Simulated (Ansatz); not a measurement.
# Hf: a single-point run

Aim: a sound single-point run of Hf. The structure is shown as the input types it.

Program: Ansatz 0.2.0. Level of theory: DFT, PBE, all-electron PAW with datasets made for the crystal, scalar-relativistic (as first typed). These are calculated values, not measurements.

2 further runs of the same task are left out: 2 that didn't finish.

**1. The system as given**

The structure is triclinic, space group P-1 (No. 2). The conventional cell has a = 3.169 Å, b = 3.197 Å, c = 5.058 Å, α = 91.15°, β = 90.43°, γ = 119.13°. Hf (site symmetry 1) is surrounded by 12 Hf at 3.10 to 3.22 Å.

Cell or atoms stand a little off a more symmetric structure (P6_3/mmc at a tolerance of 0.3 Å), so results at this geometry aren't those of that ideal crystal.

As a file:

```cif
data_structure
_symmetry_space_group_name_H-M 'P 1'
_symmetry_Int_Tables_number 1
_cell_length_a 3.1970
_cell_length_b 3.1691
_cell_length_c 5.0583
_cell_angle_alpha 89.575
_cell_angle_beta 88.849
_cell_angle_gamma 119.134
_cell_volume 44.75
loop_
_atom_site_label
_atom_site_type_symbol
_atom_site_fract_x
_atom_site_fract_y
_atom_site_fract_z
_atom_site_occupancy
Hf1 Hf 0.33333 0.66667 0.25000 1
Hf2 Hf 0.66667 0.33333 0.75000 1
```

**2. The run**

input.yaml reads:

```yaml
crystal:
  lattice:
    - [3.1966985242, 0.0319669852, 0.0319669852]
    - [-1.5706650408, 2.7524386376, 0.0117007287]
    - [0.050578, 0.050578, 5.0578]
  atoms:
    - { symbol: Hf, position: [0.3333333333, 0.6666666667, 0.25] }
    - { symbol: Hf, position: [0.6666666667, 0.3333333333, 0.75] }
kpoints:
  mp_grid: { grid: [13, 13, 7] }
scf:
  occupations: { method: fermi_dirac, width: 0.05 }
hamiltonian:
  xc: pbe
  pseudopotentials: { kind: all_electron, datasets: crystal }
output:
  forces: true
  stress: true
  eigenvalues: true
  efg: { contact_densities: true }
```

Started as:

```console
> ansatz run input.yaml --threads 1 --pin off --max-ram 3072MiB --backend cpu --events-out ev --progress --plain --runs-dir out
```

**Question.** How will this run end, and is anything wrong with its input?

The run ended at the input check. Its message: «memory limit exceeded: the `scf loop` phase needs 3.75 GiB against the run's memory maximum of 3.00 GiB; largest carriers: site augmentations 2.95 GiB, unmodelled-tail allowance 0.28 GiB, wavefunctions 0.25 GiB ...»

The memory limit is under what the program plans for this job. It asks for 3.75 GiB, and 3.00 GiB are there.

Remedy: raise the memory limit.
